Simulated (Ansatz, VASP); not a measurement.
**Two plane-wave programs on SnTe**

The input INCAR:

```
SYSTEM = SnTe
PREC = Accurate
ENCUT = 520
EDIFF = 1E-6
ISMEAR = 0
SIGMA = 0.03
LREAL = .False.
LASPH = .True.
NELM = 60
ALGO = Normal
ISIF = 2
LWAVE = .False.
LCHARG = .False.
GGA = PE
NBANDS = 17
```

Contents of KPOINTS:

```
regular mesh
0
Gamma
  10 10 10
  0 0 0
```

The input POSCAR:

```
SnTe
1.0
    0.0000000000      3.2117387500      3.1565000000
    3.1565000000      0.0000000000      3.1565000000
    3.1565000000      3.2117387500      0.0000000000
Sn Te
1 1
Direct
    0.0000000000      0.0000000000      0.0000000000
    0.5000000000      0.5000000000      0.5000000000
```

Input for Ansatz:

```yaml
crystal:
  lattice:
    - [0.0, 3.21173875, 3.1565]
    - [3.1565, 0.0, 3.1565]
    - [3.1565, 3.21173875, 0.0]
  atoms:
    - { symbol: Sn, position: [0.0, 0.0, 0.0] }
    - { symbol: Te, position: [0.5, 0.5, 0.5] }
basis:
  ecutwfc: 420
kpoints:
  mp_grid: { grid: [10, 10, 10] }
hamiltonian:
  xc: pbe
scf:
  occupations: { method: gaussian, width: 0.03 }
output:
  forces: true
  stress: true
  eigenvalues: true
```

Change from the starting cell: strain +0.0175 x Voigt [0, 1, 0, 0, 0, 0], atoms carried along.

Alike in both runs: task single point; functional PBE; k mesh 10 × 10 × 10; occupations gaussian, width 0.03 eV; no spin polarisation.

```csv
,VASP,Ansatz
version,VASP 6.6.1,Ansatz 0.2.0
potentials or method,"VASP PAW PBE potentials, release 64 (Sn_d, Te)","scalar-relativistic, plane waves, PAW"
plane-wave cutoff (eV),520,420
valence electrons in the cell,20,30
```

```tsv
	VASP	Ansatz	Ansatz less VASP
gap on the k mesh at the Fermi level (eV)	0.05	0.05	-0.001
least direct gap on the mesh (eV)	0.05	0.05	-0.001
pressure (GPa)	1.2	1.2	+0.07
largest component of the traceless stress (GPa)	1.39	1.39	-0.001
```

The two sets of potentials don't hold the same shells in valence.

Caveats: spin-orbit coupling is left out, which moves the levels of the heavy elements.
